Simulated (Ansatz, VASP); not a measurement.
## LiH in VASP and in Ansatz

```
Li H
1.0
     0.00000    2.03250    2.03250
     2.03250    0.00000    2.03250
     2.03250    2.03250    0.00000
Li H
1 1
Direct
  0.00000 0.00000 0.00000
  0.50000 0.50000 0.50000
```

Alike in both runs: task relaxation of cell and atoms; functional PBE; k mesh 10 × 10 × 10; occupations gaussian, width 0.02 eV; no spin polarisation.

|  | VASP | Ansatz |
| --- | --- | --- |
| version | VASP 6.6.1 | Ansatz 0.2.0 |
| potentials or method | VASP PAW PBE potentials, release 64 (Li_sv, H) | scalar-relativistic, plane waves, PAW |
| plane-wave cutoff (eV) | 600 | 420 |
| valence electrons in the cell | 4 | 4 |

```csv
,VASP,Ansatz,Ansatz less VASP
"gap on the k mesh at the Fermi level, each at its own relaxed structure (eV)",2.97,2.98,+0.012
relaxed volume (Å³/atom),7.98,8.04,+0.062
relaxed cell length with the largest relative difference (Å),2.826,2.833,+0.0073
energy change over the relaxation (meV/atom),-2,-2,+0.5
```

Caveats: the cutoff is under 1.25 times the usual one of these potentials, so pressure, stress and relaxed cells hold a basis-set (Pulay) error (VASP). As with any semilocal functional, this PBE gap is likely too small. A k mesh can miss the band edges.
